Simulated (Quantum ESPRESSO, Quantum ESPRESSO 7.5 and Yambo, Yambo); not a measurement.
## A GW chain in Yambo: GaN (P6_3mc)

How does a plane-wave GW calculation on GaN (P6_3mc) run from the first input to the gap?

Program: Quantum ESPRESSO 7.5 and Yambo 5.3.0. Level of theory: PBE and many-body steps on it, plane waves. Results are calculated unless marked as measured.

The database entry behind the starting cell differs from later determinations by our own check (about 0.3 % short, ideal inner coordinate), so it need not match the best structure at ambient conditions.

## (1) Starting point

The structure is hexagonal, space group P6_3mc (No. 186). The conventional cell has a = 3.180 Å, b = 3.180 Å, c = 5.166 Å, α = 90.00°, β = 90.00°, γ = 120.00°. Ga has 4 N at 1.94 to 1.95 Å nearest. N has 4 Ga at 1.94 to 1.95 Å nearest. Farther neighbours and most contacts between anions are not listed.

The cell and positions come from the Crystallography Open Database and are kept as given unless a step says otherwise.

## (2) Ground state

This step: Quantum ESPRESSO 7.5; DFT, PBE, plane waves, norm-conserving pseudopotentials.

The ground-state density comes first.

Input file pw.in:

```
&control
  calculation = 'scf'
  prefix = 'x'
  outdir = 'o'
  pseudo_dir = 'pseudo'
/
&system
  ibrav = 0
  nat = 4
  ntyp = 2
  ecutwfc = 104.0
  nbnd = 32
  force_symmorphic = .true.
/
&electrons
  conv_thr = 1e-10
  electron_maxstep = 80
  mixing_beta = 0.5
/
ATOMIC_SPECIES
  Ga 69.723 Ga.upf
  N 14.007 N.upf
CELL_PARAMETERS angstrom
  3.1800000000 0.0000000000 0.0000000000
  -1.5900000000 2.7539607840 0.0000000000
  0.0000000000 0.0000000000 5.1660000000
ATOMIC_POSITIONS crystal
  Ga 0.3333333333 0.6666666667 0.0000000000
  Ga 0.6666666667 0.3333333333 0.5000000000
  N 0.3333333333 0.6666666667 0.3750000000
  N 0.6666666667 0.3333333333 0.8750000000
K_POINTS automatic
  6 6 4 0 0 0
```

Command:

```sh
> OMP_NUM_THREADS=1 mpirun -n 4 pw.x -nk 4 -in pw.in > pw.out
```

Log:

```text
Program PWSCF v.7.5 starts

     This program is part of the open-source Quantum ESPRESSO suite
     for quantum simulation of materials; please cite
         "P. Giannozzi et al., J. Phys.:Condens. Matter 21 395502 (2009);
         "P. Giannozzi et al., J. Phys.:Condens. Matter 29 465901 (2017);
         "P. Giannozzi et al., J. Chem. Phys. 152 154105 (2020);
     in publications or presentations arising from this work. More details at
     Message from routine setup:
     using ibrav=0 with symmetry is DISCOURAGED, use correct ibrav instead

     G-vector sticks info

     bravais-lattice index     =            0
     lattice parameter (alat)  =       6.0093  a.u.
     unit-cell volume          =     305.3064 (a.u.)^3
     number of atoms/cell      =            4
     number of atomic types    =            2
     number of electrons       =        52.00
     number of Kohn-Sham states=           32
     kinetic-energy cutoff     =     104.0000  Ry
     charge density cutoff     =     416.0000  Ry
     scf convergence threshold =      1.0E-10
     mixing beta               =       0.5000
     number of iterations used =            8  plain     mixing
     Exchange-correlation= PBE
                           (   1   4   3   4   0   0   0)

     celldm(1)=   6.009329  celldm(2)=   0.000000  celldm(3)=   0.000000
     celldm(4)=   0.000000  celldm(5)=   0.000000  celldm(6)=   0.000000

     crystal axes: (cart. coord. in units of alat)
               a(1) = (   1.000000   0.000000   0.000000 )
               a(2) = (  -0.500000   0.866025   0.000000 )
               a(3) = (   0.000000   0.000000   1.624528 )

     reciprocal axes: (cart. coord. in units 2 pi/alat)
               b(1) = (  1.000000  0.577350 -0.000000 )
               b(2) = (  0.000000  1.154701  0.000000 )
               b(3) = (  0.000000 -0.000000  0.615563 )
     Pseudo is Norm-conserving + core correction, Zval = 21.0
     Generated using ONCVPSP code by D. R. Hamann
     Using radial grid of 1902 points,  6 beta functions with:
     Pseudo is Norm-conserving + core correction, Zval =  5.0
     Generated using ONCVPSP code by D. R. Hamann
     Using radial grid of 1058 points,  4 beta functions with:
     Ga               21.00    69.72300     Ga( 1.00)
     N                 5.00    14.00700     N ( 1.00)

      6 Sym. Ops. (no inversion) found

   Cartesian axes

     site n.     atom                  positions (alat units)
         1        Ga     tau(   1) = (  -0.0000000   0.5773503   0.0000000  )
         2        Ga     tau(   2) = (   0.5000000   0.2886751   0.8122642  )
         3        N      tau(   3) = (  -0.0000000   0.5773503   0.6091981  )
         4        N      tau(   4) = (   0.5000000   0.2886751   1.4214623  )

     number of k points=    24
                       cart. coord. in units 2pi/alat
        k(    1) = (   0.0000000   0.0000000   0.0000000), wk =   0.0138889
        k(    2) = (   0.0000000   0.0000000   0.1538908), wk =   0.0277778
        k(    3) = (   0.0000000   0.0000000  -0.3077816), wk =   0.0138889
        k(    4) = (   0.0000000   0.1924501   0.0000000), wk =   0.0833333
        k(    5) = (   0.0000000   0.1924501   0.1538908), wk =   0.0833333
        k(    6) = (   0.0000000   0.1924501  -0.3077816), wk =   0.0833333
        k(    7) = (   0.0000000   0.3849002   0.0000000), wk =   0.0833333
        k(    8) = (   0.0000000   0.3849002   0.1538908), wk =   0.0833333
        k(    9) = (   0.0000000   0.3849002  -0.3077816), wk =   0.0833333
        k(   10) = (   0.0000000  -0.5773503   0.0000000), wk =   0.0416667
     [... 12 further rows ...]
        k(   23) = (   0.0000000  -0.3849002   0.1538908), wk =   0.0833333
        k(   24) = (  -0.1666667  -0.4811252   0.1538908), wk =   0.1666667

     Dense  grid:    43821 G-vectors     FFT dimensions: (  40,  40,  64)

     Initial potential from superposition of free atoms

     starting charge      51.9946, renormalised to      52.0000
     Starting wfcs are   34 randomized atomic wfcs

     per-process dynamical memory:    44.7 Mb

     Self-consistent Calculation

     iteration #  1     ecut=   104.00 Ry     beta= 0.50

     total energy              =   -1034.59497690 Ry
     estimated scf accuracy    <       1.05662251 Ry

     iteration #  2     ecut=   104.00 Ry     beta= 0.50

     total energy              =   -1034.91117966 Ry
     estimated scf accuracy    <       0.20104758 Ry

     iteration #  3     ecut=   104.00 Ry     beta= 0.50

     total energy              =   -1034.94296047 Ry
     estimated scf accuracy    <       0.00703935 Ry

     iteration #  4     ecut=   104.00 Ry     beta= 0.50

     total energy              =   -1034.94329874 Ry
     estimated scf accuracy    <       0.00158133 Ry

     iteration #  5     ecut=   104.00 Ry     beta= 0.50

     total energy              =   -1034.94366993 Ry
     estimated scf accuracy    <       0.00005905 Ry

     iteration #  6     ecut=   104.00 Ry     beta= 0.50

     total energy              =   -1034.94367938 Ry
     estimated scf accuracy    <       0.00004000 Ry

     iteration #  7     ecut=   104.00 Ry     beta= 0.50

     total energy              =   -1034.94368626 Ry
     estimated scf accuracy    <       0.00000012 Ry

     iteration #  8     ecut=   104.00 Ry     beta= 0.50

     total energy              =   -1034.94368626 Ry
     estimated scf accuracy    <       0.00000056 Ry

     iteration #  9     ecut=   104.00 Ry     beta= 0.50

     total energy              =   -1034.94368625 Ry
     estimated scf accuracy    <       0.00000007 Ry

     iteration # 10     ecut=   104.00 Ry     beta= 0.50

     total energy              =   -1034.94368628 Ry
     estimated scf accuracy    <       0.00000002 Ry

     iteration # 11     ecut=   104.00 Ry     beta= 0.50

     total energy              =   -1034.94368628 Ry
     estimated scf accuracy    <          2.7E-10 Ry

     iteration # 12     ecut=   104.00 Ry     beta= 0.50

     End of self-consistent calculation

          k = 0.0000 0.0000 0.0000 (  5455 PWs)   bands (ev):

  -130.2435-130.2435 -80.9841 -80.9841 -80.9840 -80.9838 -80.9838 -80.9826
    -4.1846  -3.2664  -1.6792  -1.6580  -1.6580  -1.5951  -1.5951  -1.4088
    -1.4088  -1.3069  -1.3069  -0.0199   4.7284  10.7982  10.7982  11.7957
    11.8561  11.8561  13.8570  16.1938  21.1147  21.8318  21.8318  22.7620

          k = 0.0000 0.0000 0.1539 (  5486 PWs)   bands (ev):

  -130.2435-130.2435 -80.9841 -80.9841 -80.9840 -80.9840 -80.9839 -80.9829
    -4.0061  -3.3385  -1.6545  -1.6545  -1.6218  -1.6096  -1.6096  -1.3891
    -1.3891  -1.3173  -1.3173  -0.5871   5.8002  10.3125  10.9464  10.9464
    11.6945  11.6945  15.0362  16.2987  20.7304  21.5350  21.9164  21.9164

          k = 0.0000 0.0000-0.3078 (  5444 PWs)   bands (ev):

  -130.2435-130.2435 -80.9840 -80.9840 -80.9840 -80.9840 -80.9833 -80.9833
    -3.6146  -3.6146  -1.6371  -1.6371  -1.6371  -1.6371  -1.3483  -1.3483
    -1.3483  -1.3483  -1.3210  -1.3210   7.9933   7.9933  11.3138  11.3138
    11.3138  11.3138  16.1767  16.1767  20.4274  20.4274  22.3487  22.3487

          k = 0.0000 0.1925 0.0000 (  5469 PWs)   bands (ev):

     [... further k-points ...]

     highest occupied, lowest unoccupied level (ev):    11.8561   13.8570

!    total energy              =   -1034.94368628 Ry
     estimated scf accuracy    <          1.0E-11 Ry

     The total energy is the sum of the following terms:
     one-electron contribution =    -776.88336195 Ry
     hartree contribution      =     400.84173509 Ry
     xc contribution           =    -115.94320045 Ry
     ewald contribution        =    -542.95885897 Ry

     convergence has been achieved in  12 iterations

     XML data file, charge density, pseudopotentials, collected wavefunctions

=------------------------------------------------------------------------------=
   JOB DONE.
=------------------------------------------------------------------------------=
```

It took 16 s on 4 MPI ranks of Arm Neoverse V2, shared host; peak memory 0.37 GiB.

This step gave:

```yaml
total_energy: -14081.1262 eV
gap: 2.001 eV
k_of_the_valence_top: 0, 0, 0
k_of_the_conduction_bottom: 0, 0, 0
least_direct_gap: 2.001 eV
```

The gap is direct, at Γ.

## (3) Bands along the symmetry lines

The cheap functional maps the bands first; the places of the edges decide which points the dearer methods must see.

Input file pw.in:

```
&control
  calculation = 'bands'
  prefix = 'x'
  outdir = 'o'
  pseudo_dir = 'pseudo'
/
&system
  ibrav = 0
  nat = 4
  ntyp = 2
  ecutwfc = 104.0
  nbnd = 32
  force_symmorphic = .true.
/
&electrons
  conv_thr = 1e-9
  electron_maxstep = 80
  diago_full_acc = .true.
  diago_thr_init = 5e-6
/
ATOMIC_SPECIES
  Ga 69.723 Ga.upf
  N 14.007 N.upf
CELL_PARAMETERS angstrom
  3.1800000000 0.0000000000 0.0000000000
  -1.5900000000 2.7539607840 0.0000000000
  0.0000000000 0.0000000000 5.1660000000
ATOMIC_POSITIONS crystal
  Ga 0.3333333333 0.6666666667 0.0000000000
  Ga 0.6666666667 0.3333333333 0.5000000000
  N 0.3333333333 0.6666666667 0.3750000000
  N 0.6666666667 0.3333333333 0.8750000000
K_POINTS crystal
  75
  0.00000000 0.00000000 0.00000000 1
  0.06250000 0.00000000 0.00000000 1
  0.12500000 0.00000000 0.00000000 1
  0.18750000 0.00000000 0.00000000 1
  0.25000000 0.00000000 0.00000000 1
  0.31250000 0.00000000 0.00000000 1
  0.37500000 0.00000000 0.00000000 1
  0.43750000 0.00000000 0.00000000 1
  0.50000000 0.00000000 0.00000000 1
  0.47916667 0.04166667 0.00000000 1
  0.45833333 0.08333333 0.00000000 1
  0.43750000 0.12500000 0.00000000 1
  0.41666666 0.16666666 0.00000000 1
  0.39583333 0.20833333 0.00000000 1
  0.37500000 0.25000000 0.00000000 1
  0.35416666 0.29166666 0.00000000 1
  0.33333333 0.33333333 0.00000000 1
  0.29166666 0.29166666 0.00000000 1
  0.25000000 0.25000000 0.00000000 1
  0.20833333 0.20833333 0.00000000 1
  0.16666666 0.16666666 0.00000000 1
  0.12500000 0.12500000 0.00000000 1
  0.08333333 0.08333333 0.00000000 1
  0.04166667 0.04166667 0.00000000 1
  0.00000000 0.00000000 0.00000000 1
  0.00000000 0.00000000 0.06250000 1
  0.00000000 0.00000000 0.12500000 1
  0.00000000 0.00000000 0.18750000 1
  0.00000000 0.00000000 0.25000000 1
  0.00000000 0.00000000 0.31250000 1
  0.00000000 0.00000000 0.37500000 1
  0.00000000 0.00000000 0.43750000 1
  0.00000000 0.00000000 0.50000000 1
  0.06250000 0.00000000 0.50000000 1
  0.12500000 0.00000000 0.50000000 1
  0.18750000 0.00000000 0.50000000 1
  0.25000000 0.00000000 0.50000000 1
  0.31250000 0.00000000 0.50000000 1
  0.37500000 0.00000000 0.50000000 1
  0.43750000 0.00000000 0.50000000 1
  0.50000000 0.00000000 0.50000000 1
  0.47916667 0.04166667 0.50000000 1
  0.45833333 0.08333333 0.50000000 1
  0.43750000 0.12500000 0.50000000 1
  0.41666666 0.16666666 0.50000000 1
  0.39583333 0.20833333 0.50000000 1
  0.37500000 0.25000000 0.50000000 1
  0.35416666 0.29166666 0.50000000 1
  0.33333333 0.33333333 0.50000000 1
  0.29166666 0.29166666 0.50000000 1
  0.25000000 0.25000000 0.50000000 1
  0.20833333 0.20833333 0.50000000 1
  0.16666666 0.16666666 0.50000000 1
  0.12500000 0.12500000 0.50000000 1
  0.08333333 0.08333333 0.50000000 1
  0.04166667 0.04166667 0.50000000 1
  0.00000000 0.00000000 0.50000000 1
  0.50000000 0.00000000 0.50000000 1
  0.50000000 0.00000000 0.43750000 1
  0.50000000 0.00000000 0.37500000 1
  0.50000000 0.00000000 0.31250000 1
  0.50000000 0.00000000 0.25000000 1
  0.50000000 0.00000000 0.18750000 1
  0.50000000 0.00000000 0.12500000 1
  0.50000000 0.00000000 0.06250000 1
  0.50000000 -0.00000000 0.00000000 1
  0.33333333 0.33333333 0.50000000 1
  0.33333333 0.33333333 0.43750000 1
  0.33333333 0.33333333 0.37500000 1
  0.33333333 0.33333333 0.31250000 1
  0.33333333 0.33333333 0.25000000 1
  0.33333333 0.33333333 0.18750000 1
  0.33333333 0.33333333 0.12500000 1
  0.33333333 0.33333333 0.06250000 1
  0.33333333 0.33333333 0.00000000 1
```

Log:

```text
[banner, memory and clock lines left out]
Program PWSCF v.7.5 starts

     Atomic positions and unit cell read from directory:
     o/x.save/

     Message from routine setup:
     using ibrav=0 with symmetry is DISCOURAGED, use correct ibrav instead

     G-vector sticks info

     bravais-lattice index     =            0
     lattice parameter (alat)  =       6.0093  a.u.
     unit-cell volume          =     305.3064 (a.u.)^3
     number of atoms/cell      =            4
     number of atomic types    =            2
     number of electrons       =        52.00
     number of Kohn-Sham states=           32
     kinetic-energy cutoff     =     104.0000  Ry
     charge density cutoff     =     416.0000  Ry
     Exchange-correlation= PBE
                           (   1   4   3   4   0   0   0)

     celldm(1)=   6.009329  celldm(2)=   0.000000  celldm(3)=   0.000000
     celldm(4)=   0.000000  celldm(5)=   0.000000  celldm(6)=   0.000000

     crystal axes: (cart. coord. in units of alat)
               a(1) = (   1.000000   0.000000   0.000000 )
               a(2) = (  -0.500000   0.866025   0.000000 )
               a(3) = (   0.000000   0.000000   1.624528 )

     reciprocal axes: (cart. coord. in units 2 pi/alat)
               b(1) = (  1.000000  0.577350 -0.000000 )
               b(2) = (  0.000000  1.154701  0.000000 )
               b(3) = (  0.000000 -0.000000  0.615563 )
     Pseudo is Norm-conserving + core correction, Zval = 21.0
     Generated using ONCVPSP code by D. R. Hamann
     Using radial grid of 1902 points,  6 beta functions with:
     Pseudo is Norm-conserving + core correction, Zval =  5.0
     Generated using ONCVPSP code by D. R. Hamann
     Using radial grid of 1058 points,  4 beta functions with:
     Ga               21.00    69.72300     Ga( 1.00)
     N                 5.00    14.00700     N ( 1.00)

      6 Sym. Ops. (no inversion) found

   Cartesian axes

     site n.     atom                  positions (alat units)
         1        Ga     tau(   1) = (  -0.0000000   0.5773503   0.0000000  )
         2        Ga     tau(   2) = (   0.5000000   0.2886751   0.8122642  )
         3        N      tau(   3) = (  -0.0000000   0.5773503   0.6091981  )
         4        N      tau(   4) = (   0.5000000   0.2886751   1.4214623  )

     number of k points=    75
                       cart. coord. in units 2pi/alat
        k(    1) = (   0.0000000   0.0000000   0.0000000), wk =   0.0266667
        k(    2) = (   0.0625000   0.0360844   0.0000000), wk =   0.0266667
        k(    3) = (   0.1250000   0.0721688   0.0000000), wk =   0.0266667
[...]
[... 63 further rows ...]
        k(   74) = (   0.3333333   0.5773503   0.0384727), wk =   0.0266667
        k(   75) = (   0.3333333   0.5773503   0.0000000), wk =   0.0266667

     Dense  grid:    43821 G-vectors     FFT dimensions: (  40,  40,  64)

     The potential is recalculated from file :
     o/x.save/charge-density

     Starting wfcs are   34 randomized atomic wfcs

     Band Structure Calculation

     End of band structure calculation

          k = 0.0000 0.0000 0.0000 (  5455 PWs)   bands (ev):

  -130.2435-130.2435 -80.9841 -80.9841 -80.9840 -80.9838 -80.9838 -80.9826
    -4.1846  -3.2664  -1.6792  -1.6580  -1.6580  -1.5951  -1.5951  -1.4088
    -1.4088  -1.3069  -1.3069  -0.0199   4.7284  10.7982  10.7982  11.7957
    11.8561  11.8561  13.8570  16.1938  21.1147  21.8318  21.8318  22.7620

          k = 0.0625 0.0361 0.0000 (  5481 PWs)   bands (ev):

  -130.2435-130.2435 -80.9842 -80.9842 -80.9841 -80.9839 -80.9839 -80.9827
[...]
k = 0.1250 0.0722 0.0000 (  5461 PWs)   bands (ev):

  -130.2435-130.2435 -80.9842 -80.9842 -80.9840 -80.9840 -80.9839 -80.9827
[...]
k = 0.3333 0.5774 0.0385 (  5454 PWs)   bands (ev):

  -130.2435-130.2434 -80.9849 -80.9848 -80.9848 -80.9845 -80.9832 -80.9832
[...]
k = 0.3333 0.5774 0.0000 (  5460 PWs)   bands (ev):

  -130.2435-130.2434 -80.9849 -80.9848 -80.9848 -80.9845 -80.9832 -80.9832
[...]
-1.3740  -1.3270   0.4004   0.4004   6.5142   6.5142   6.5319   8.8243
     8.8243   9.1487  17.0135  19.7504  19.7504  20.2990  21.8010  21.8010

     XML data file, pseudopotentials, collected wavefunctions
```

Elapsed: 9.8 s, on 4 MPI ranks; peak memory 0.28 GiB; 39 s of CPU time.

Numbers from this step:

| Property | Result |
| --- | --- |
| gap | 2.001 eV |
| k of the valence top | 0, 0, 0 |
| k of the conduction bottom | 0, 0, 0 |
| least direct gap | 2.001 eV |

The gap is 2.001 eV, as in the run before at this level.

The electronic bands at the labelled points (eV, zero at the top of the highest filled band):

| point | band 23 | band 24 | band 25 | band 26 | band 27 | band 28 | band 29 | band 30 |
| --- | --- | --- | --- | --- | --- | --- | --- | --- |
| Γ | -1.06 | -0.06 | 0.00 | 0.00 | 2.00 | 4.34 | 9.26 | 9.98 |
| halfway | -2.86 | -2.01 | -0.74 | -0.49 | 4.36 | 6.01 | 7.42 | 8.59 |
| M | -4.26 | -2.77 | -2.25 | -0.98 | 5.11 | 5.64 | 6.10 | 8.68 |
| halfway | -4.27 | -3.57 | -2.41 | -1.87 | 5.63 | 6.67 | 6.70 | 8.52 |
| K | -5.32 | -3.03 | -3.03 | -2.71 | 5.16 | 7.89 | 7.89 | 8.44 |
| halfway | -3.68 | -2.41 | -1.01 | -0.93 | 5.01 | 6.94 | 7.32 | 7.71 |
| Γ | -1.06 | -0.06 | 0.00 | 0.00 | 2.00 | 4.34 | 9.26 | 9.98 |
| halfway | -0.91 | -0.91 | -0.16 | -0.16 | 3.18 | 4.44 | 8.87 | 9.68 |
| A | -0.54 | -0.54 | -0.54 | -0.54 | 4.32 | 4.32 | 8.57 | 8.57 |
| halfway | -2.09 | -2.09 | -1.30 | -1.30 | 5.30 | 5.30 | 7.72 | 7.72 |
| L | -1.95 | -1.95 | -1.92 | -1.92 | 4.46 | 4.46 | 7.87 | 7.87 |
| halfway | -3.22 | -3.22 | -1.61 | -1.61 | 5.42 | 5.42 | 8.19 | 8.19 |
| H | -4.21 | -4.21 | -1.50 | -1.50 | 6.53 | 6.53 | 7.35 | 7.35 |
| halfway | -2.13 | -2.13 | -1.82 | -1.82 | 5.72 | 5.72 | 7.73 | 7.73 |
| A | -0.54 | -0.54 | -0.54 | -0.54 | 4.32 | 4.32 | 8.57 | 8.57 |
| jump to L | -1.95 | -1.95 | -1.92 | -1.92 | 4.46 | 4.46 | 7.87 | 7.87 |
| halfway | -3.33 | -2.54 | -1.72 | -1.29 | 4.37 | 5.14 | 7.63 | 7.93 |
| M | -4.26 | -2.77 | -2.25 | -0.98 | 5.11 | 5.64 | 6.10 | 8.68 |
| jump to H | -4.21 | -4.21 | -1.50 | -1.50 | 6.53 | 6.53 | 7.35 | 7.35 |
| halfway | -5.02 | -3.22 | -2.22 | -2.22 | 5.92 | 7.29 | 7.29 | 8.23 |
| K | -5.32 | -3.03 | -3.03 | -2.71 | 5.16 | 7.89 | 7.89 | 8.44 |

(Continued in part 2 of 3.)

[Paths, hosts, dates, memory and timing lines, banners, echoed tables and standing remarks are left out of the program output.]

[Logs are printed without paths, hosts, clocks, repeated set-up lines and the standing remarks that a program may print on its own settings, such as how far it seeks lower states.]

[Runs of the session that timed out or met a known fault of the program may be left out.]

[Hosts, paths, dates, database ids (printed as entryN), source tags and the programs' standing remarks are cut or masked in the printed files.]
